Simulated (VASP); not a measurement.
Wanted: the native input for a VASP 6.6.1 run.

| Quantity | Value |
| --- | --- |
| Task | relaxation of the atoms |
| Functional | LDA |
| Potentials or basis | VASP PAW LDA potentials, release 64 (Ga_d, P) |
| Cutoff | 600 eV |
| k mesh | 8 × 8 × 8 |
| Occupations | gaussian, width 0.03 eV |
| Spin | no spin polarisation |
| Further INCAR settings | ALGO = Normal; EDIFF = 1e-07; IBRION = 2; EDIFFG = -0.01; NSW = 40 |

The structure of GaP lies in POSCAR:

```
GaP                                     
1.0
    0.0000000000      2.6785865133      2.6785865133
    2.6785865133      0.0000000000      2.6785865133
    2.6785865133      2.6785865133      0.0000000000
  Ga              P             
     1     1
Direct
     0.0000000000000000    0.0000000000000000    0.0000000000000000
     0.2500000000000000    0.2500000000000000    0.2500000000000000
```

The cell isn't the ideal one: a relaxed cell with its volume scaled by 0.98.

These files were run (other wordings do the same):

INCAR

```
SYSTEM = GaP
ALGO     = Normal         ! electronic algorithm
EDIFF    = 1E-7           ! SCF threshold, eV
EDIFFG   = -0.01          ! ionic threshold
ENCUT    = 600            ! plane-wave cutoff, eV
GGA      = CA             ! functional
IBRION   = 2              ! ionic algorithm
ISIF     = 2              ! what is computed and relaxed
ISMEAR   = 0              ! smearing method
LASPH    = .True.         ! aspherical terms in the spheres
LCHARG   = .False.        ! write CHGCAR
LREAL    = .False.        ! projectors in reciprocal space
LWAVE    = .False.        ! write WAVECAR
NELM     = 80             ! most SCF steps
NSW      = 40             ! ionic steps
PREC     = Accurate       ! precision mode
SIGMA    = 0.03           ! smearing width, eV
```

KPOINTS

```
k-points
0
Gamma
  8 8 8
  0 0 0
```

Potentials or basis: VASP PAW LDA potentials, release 64 (Ga_d, P).

Command:

```bash
$ cat potpaw_LDA.64/Ga_d/POTCAR potpaw_LDA.64/P/POTCAR > POTCAR
$ mpirun -np 1 vasp_std > vasp.out
```

Results of the run:

```json
{"Pressure after relaxing": "1.9 GPa", "Band gap on the k mesh": "1.39 eV, indirect (least direct gap 2.07 eV)"}
```

Caveat: the relaxation stopped at its first step, so nothing moved.

Run time: 8.7 s on 1 thread of AMD EPYC 9R45 96-Core Processor (Zen 5), with other jobs on the host, peak memory 0.12 GiB.
